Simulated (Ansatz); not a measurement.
The system is TiC.

```
CELL_PARAMETERS angstrom
0.00000 2.16572 2.16572
2.16572 0.00000 2.16572
2.16572 2.16572 0.00000
ATOMIC_POSITIONS crystal
Ti 0.00000 0.00000 0.00000
C 0.50000 0.50000 0.50000
```

The cell is a database's computed one.

* Program: Ansatz 0.2.0
* Task: relaxation of cell and atoms
* Functional: RPBE
* Potentials or basis: Ansatz PAW
* Cutoff: 420 eV (not typed: the program's choice for these potentials)
* k mesh: 11 × 11 × 11
* Occupations: fermi-dirac, width 0.05 eV
* Spin: no spin polarisation

At the start: volume 10.16 Å³/atom.

Q: How do energy, volume and symmetry change on relaxing?

A: It ends after 4 steps and the volume is 10.36 Å³/atom (+2.0 %); space group Fm-3m (No. 225, to 0.05 Å).

The path:
| step | energy change (eV) | largest force (eV/Å) | volume (Å³) |
| --- | --- | --- | --- |
| 1 | 0.0000 | 0.0000 | 20.32 |
| 2 | -0.0053 | 0.0000 | 20.66 |
| 3 | -0.0054 | 0.0000 | 20.71 |
| 4 | -0.0061 | 0.0000 | 20.71 |

Final structure:
```yaml
crystal:
  lattice:
    - [0.00000, 2.17979, 2.17979]
    - [2.17979, 0.00000, 2.17979]
    - [2.17979, 2.17979, 0.00000]
  atoms:
    - { symbol: Ti, position: [0.00000, 0.00000, 0.00000] }
    - { symbol: C, position: [0.50000, 0.50000, 0.50000] }
```

Caveat: the plane-wave basis is chosen anew once the cell has moved, so the energies of steps on either side of that aren't comparable; the PAW data sets come from PBE, with cores solved anew for the run's functional, which leaves a small shift of forces and pressure.
